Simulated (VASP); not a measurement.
Crystal: NiO.

```
Ni O
1.0
     0.00000    2.08590    2.08590
     2.08590    0.00000    2.08590
     2.08590    2.08590    0.00000
Ni O
1 1
Cartesian
  0.0000 0.0000 0.0000
  2.0859 2.0859 2.0859
```

| Property | Result |
| --- | --- |
| Program | VASP 6.6.1 |
| Task | relaxation of cell and atoms |
| Functional | PBE |
| Potentials or basis | VASP PAW PBE potentials, release 64 (Ni, O_s) |
| Cutoff | 480 eV |
| k mesh | 11 × 11 × 11 |
| Occupations | fermi-dirac, width 0.05 eV |
| Spin | collinear spin, ferromagnetic start |
| Starting moments | [1.0, 0.0] μB |

At the start: pressure 5.0 GPa; volume 9.08 Å³/atom.

**Question.** How do energy, volume and symmetry change on relaxing?

**Answer.** Over 3 steps the energy falls by 4.2 meV/atom and the volume is 9.35 Å³/atom (+3.0 %); space group Fm-3m (No. 225, to 0.05 Å); moment 1.77 μB per cell.

The path:
| step | energy change (eV) | largest force (eV/Å) | pressure (GPa) | volume (Å³) |
| --- | --- | --- | --- | --- |
| 1 | 0.0000 | 0.0000 | 5.01 | 18.15 |
| 2 | -0.0072 | 0.0000 | -1.89 | 18.91 |
| 3 | -0.0085 | 0.0000 | -0.04 | 18.70 |

Final structure:
```yaml
crystal:
  lattice:
    - [0.00000, 2.10652, 2.10652]
    - [2.10652, 0.00000, 2.10652]
    - [2.10652, 2.10652, 0.00000]
  atoms:
    - { symbol: Ni, position: [0.00000, 0.00000, 0.00000] }
    - { symbol: O, position: [0.50000, 0.50000, 0.50000] }
```

Caveat: a cell with one magnetic atom can't hold antiferromagnetic order, which such compounds often take.
